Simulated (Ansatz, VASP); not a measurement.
# Two plane-wave programs on TiCo

```
CELL_PARAMETERS angstrom
2.98611 0.00000 0.00000
0.00000 2.98611 0.00000
0.00000 0.00000 2.98611
ATOMIC_POSITIONS crystal
Ti 0.00000 0.00000 0.00000
Co 0.50000 0.50000 0.50000
```

Alike in both runs: task single point; functional PBE; k mesh 6 × 6 × 6; collinear spin.

```csv
,VASP,Ansatz
version,VASP 6.6.1,Ansatz 0.2.0
potentials or method,"VASP PAW PBE potentials, release 64 (Ti_sv, Co)","scalar-relativistic, plane waves, PAW"
plane-wave cutoff (eV),520,420
occupations,tetrahedron,tetrahedron-uncorrected
valence electrons in the cell,21,29
```

```tsv
	VASP	Ansatz	Ansatz less VASP
gap on the k mesh at the Fermi level (eV)	none	none	-
pressure (GPa)	0.1	0.7	+0.60
net moment per atom (μB)	0.46	0.47	+0.006
size of the moment on the site where the two differ most (μB)	0.04	0.00	-0.032
```

Site moments also hang on the region over which each program counts them. A gap of «none» marks a metal or a gap that the smearing closes. The two sets of potentials don't hold the same shells in valence. Ansatz warned: «band_table_not_solved_further».

Caveats: tetrahedron occupations give inexact forces and stress in metals.
